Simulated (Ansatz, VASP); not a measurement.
## One calculation of Cu, two programs

```
Cu
1.0
     2.53410    0.02534    0.00000
    -1.24510    2.18192    0.00000
     0.00000    0.00000    4.11257
Cu
2
Direct
  0.66667 0.33333 0.75000
  0.33333 0.66667 0.25000
```

This isn't the form of Cu at room conditions, which is fcc.

Alike in both runs: functional PBEsol; k mesh 10 × 10 × 6; occupations fermi-dirac, width 0.05 eV; no spin polarisation.

|  | VASP | Ansatz |
| --- | --- | --- |
| version | VASP 6.6.1 | Ansatz 0.2.0 |
| potentials or method | VASP PAW PBE potentials, release 64 (Cu) | Ansatz PAW |
| plane-wave cutoff (eV) | 520 | 420 |
| valence electrons in the cell | 22 | 38 |
| task | single point | band structure |

```csv
,VASP,Ansatz,Ansatz less VASP
gap on the k mesh at the Fermi level (eV),none,none,-
pressure (GPa),-0.6,-1.3,-0.71
largest component of the traceless stress (GPa),0.85,0.87,+0.017
rms of the force components (eV/Å),0.018,0.018,0.0000
```

Atom by atom the forces differ by 0.000 eV/Å (rms over components). A gap of «none» marks a metal or a gap that the smearing closes. The two sets of potentials don't hold the same shells in valence.

Caveats: the PAW data sets were made with another functional, which shifts forces and pressure a little (VASP); the PAW data sets come from PBE, with cores solved anew for the run's functional, which leaves a small shift of forces and pressure (Ansatz).
